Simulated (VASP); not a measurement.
# Pd (Im-3m) in VASP: further runs, part 2 of 2

VASP 6.6.1. Earlier steps stand in the parts before.

### Step 3. Single point, PBE

INCAR

```
SYSTEM = Pd
PREC = Accurate ; ENCUT = 900
EDIFF = 1E-8 ; ISMEAR = 0
SIGMA = 0.1 ; LREAL = .FALSE.
LASPH = .TRUE. ; NELM = 100
ALGO = Normal ; ISIF = 2
LWAVE = .FALSE. ; LCHARG = .FALSE.
GGA = PE ; ADDGRID = .FALSE.
```

KPOINTS

```
Automatic mesh
0
G
  18 18 18
  0 0 0
```

POSCAR

```
Pd
1.0
   -1.5345420000      1.5703810000      1.5719130000
    1.5565800000     -1.5514420000      1.5750130000
    1.5718420000      1.5887420000     -1.5529740000
Pd
1
Direct
    0.0275280000      0.0634310000      0.0341390000
```

Potentials or basis: VASP PAW PBE potentials, release 64 (Pd).

On the command line:

```console
$ cat potpaw_PBE.64/Pd/POTCAR > POTCAR
$ mpirun -np 1 vasp_std > vasp.out
```

OUTCAR:

```text
SYSTEM = Pd
   PREC = Accurate
   ENCUT = 900
   EDIFF = 1E-8
   ISMEAR = 0
   LREAL = .FALSE.
   LASPH = .TRUE.
   NELM = 100
   ISIF = 2
   GGA = PE

 ion  position               nearest neighbor table
   1  0.028  0.063  0.034-

  LATTYP: Found a triclinic cell.
 ALAT       =     2.7003381482
 B/A-ratio  =     1.6317332936
 C/A-ratio  =     1.0253210456
 COS(alpha) =     0.0000162237
 COS(beta)  =     0.3456647670
 COS(gamma) =     0.8110470340

  Lattice vectors:

 A1 = (  -1.5345420000,   1.5703810000,   1.5719130000)
 A2 = (  -3.1063840000,  -0.0183610000,   3.1248870000)
 A3 = (   1.5938800000,   1.6076810000,   1.5939520000)

Analysis of symmetry for initial positions (statically):
=====================================================================
 Subroutine PRICEL returns:
 Original cell was already a primitive cell.

 Routine SETGRP: Setting up the symmetry group for a
 triclinic supercell.

 Subroutine GETGRP returns: Found  2 space group operations
 (whereof  1 operations were pure point group operations)
 out of a pool of  2 trial point group operations.

The static configuration has the point symmetry C_1 .
 The point group associated with its full space group is S_2 .

Analysis of symmetry for dynamics (positions and initial velocities):
=====================================================================
 Subroutine PRICEL returns:
 Original cell was already a primitive cell.

 Routine SETGRP: Setting up the symmetry group for a
 triclinic supercell.

 Subroutine GETGRP returns: Found  2 space group operations
 (whereof  1 operations were pure point group operations)
 out of a pool of  2 trial point group operations.

The dynamic configuration has the point symmetry C_1 .
 The point group associated with its full space group is S_2 .

 Subroutine INISYM returns: Found  2 space group operations
 (whereof  1 operations are pure point group operations),
 and found     1 'primitive' translations

[... 117 lines left out ...]
   GGA     = PE    functional components
   LHFCALC =     F    Hartree Fock is set to
   AEXX    =    0.0000 exact exchange contribution
   IVDW    =     0    specifies the selected vdW correction
   LEPSILON=     F    determine dielectric tensor
   LRPA    =     F    only Hartree local field effects (RPA)
 non-spin polarized calculation
 Gauss-broadening in eV      SIGMA  =   0.10
  energy-cutoff  :      900.00
  volume of cell :       15.55
 maximum number of plane-waves:       970
   NGX = 13   NGY = 13   NGZ = 13

 number of electron      10.0000000 magnetization

 Free energy of the ion-electron system (eV)
  ---------------------------------------------------
  ext. energy  EPLUGINS =         0.00000000
  ---------------------------------------------------
  free energy    TOTEN  =        -5.17436787 eV

  energy without entropy =       -5.16807479  energy(sigma->0) =       -5.17122133

 E-fermi :   8.9153     XC(G=0): -12.8531

 val. band max:        8.9142537268   @ k =   0.5000  -0.2222   0.3333
 cond. band min:       8.9153435836   @ k =   0.4444  -0.4444   0.4444
 fundamental gap:      0.0010898569
 Fermi energy:         8.9152636557

 k-point     1 :       0.0000    0.0000    0.0000
  band No.  band energies     occupation
      1       2.1893      2.00000
      2       6.0411      2.00000
      3       6.1358      2.00000
      4       6.3850      2.00000
      5       8.0101      2.00000
      6       8.0727      2.00000
      7      27.9457      0.00000
      8      28.0909      0.00000
      9      28.5281      0.00000
[... 265 lines left out ...]
 k-point    24 :      -0.2778    0.0556   -0.0000
  band No.  band energies     occupation
      1       3.9741      2.00000
      2       5.6032      2.00000
      3       6.3381      2.00000
      4       7.6990      2.00000
      5       7.7736      2.00000
      6       8.1604      2.00000
      7      23.7119      0.00000
      8      26.5253      0.00000
      9      29.9062      0.00000

 [... further k-points ...]

------------------------ aborting loop because EDIFF is reached ----------------------------------------

  FORCE on cell =-STRESS in cart. coord.  units (eV):
  Direction    XX          YY          ZZ          XY          YZ          ZX
  --------------------------------------------------------------------------------------
  -------------------------------------------------------------------------------------
  Total       -0.1239634     -0.1168660     -0.1165042     -0.1953720     -0.0875684     -0.1047035
  in kB      -12.7747769    -12.0433754    -12.0060930    -20.1336407     -9.0241714    -10.7899961
  external PRESSURE =     -12.2747484 kB  Pullay stress =       0.0000000 kB

 VOLUME and BASIS-vectors are now :
 -----------------------------------------------------------------------------
  energy-cutoff  :      900.00
  volume of cell :       15.55
      direct lattice vectors                 reciprocal lattice vectors
    -1.534542000  1.570381000  1.571913000    -0.005977961  0.314720194  0.315918219
     1.556580000 -1.551442000  1.575013000     0.317494029 -0.005640589  0.315580949
     1.571842000  1.588742000 -1.552974000     0.315948875  0.312837667 -0.004095334

 POSITION                                       TOTAL-FORCE (eV/Angst)
 -----------------------------------------------------------------------------------
      0.11015     -0.00094      0.09016         0.000000      0.000000      0.000000
 -----------------------------------------------------------------------------------
    total drift:                               -0.000002     -0.000000      0.000001

  FREE ENERGIE OF THE ION-ELECTRON SYSTEM (eV)
  ---------------------------------------------------
  free  energy   TOTEN  =        -5.1743678666 eV

  energy  without entropy=       -5.1680747901  energy(sigma->0) =       -5.17122133
```

OSZICAR:

```text
N       E                     dE             d eps       ncg     rms          rms(c)
DAV:   1     0.550087506216E+02    0.55009E+02   -0.74144E+03 52568   0.165E+03
DAV:   2    -0.491636003211E+01   -0.59925E+02   -0.58506E+02 55175   0.236E+02
DAV:   3    -0.542057901814E+01   -0.50422E+00   -0.50316E+00 59665   0.258E+01
DAV:   4    -0.542332693198E+01   -0.27479E-02   -0.27477E-02 57228   0.177E+00
DAV:   5    -0.542336467148E+01   -0.37739E-04   -0.37738E-04 58972   0.192E-01    0.658E+00
DAV:   6    -0.518530828103E+01    0.23806E+00   -0.11706E+00 53856   0.993E+00    0.323E+00
DAV:   7    -0.517734210171E+01    0.79662E-02   -0.59879E-03 57141   0.742E-01    0.174E+00
DAV:   8    -0.517436295064E+01    0.29792E-02   -0.98424E-04 56281   0.275E-01    0.467E-02
DAV:   9    -0.517436446502E+01   -0.15144E-05   -0.74815E-06 60440   0.303E-02    0.106E-02
DAV:  10    -0.517436813057E+01   -0.36656E-05   -0.16485E-06 56910   0.148E-02    0.353E-03
DAV:  11    -0.517436785725E+01    0.27332E-06   -0.72706E-08 64881   0.310E-03    0.481E-04
DAV:  12    -0.517436787407E+01   -0.16820E-07   -0.43608E-09 29448   0.741E-04    0.864E-05
DAV:  13    -0.517436786658E+01    0.74900E-08   -0.23256E-10 27422   0.176E-04
   1 F= -.51743679E+01 E0= -.51712213E+01  d E =-.629308E-02
```

Wall time 18 min (1 thread of Intel Xeon Platinum 8375C at 2.90GHz (Ice Lake), shared host); peak memory 1 GiB.

Results:

```yaml
Free_energy: -5.1744 eV
Pressure: -1.2 GPa
Band_gap_on_the_k_mesh: none (metal or under the smearing width)
```

Stress tensor (GPa, compression positive):
```
-1.28 -2.01 -1.08
-2.01 -1.20 -0.90
-1.08 -0.90 -1.20
```
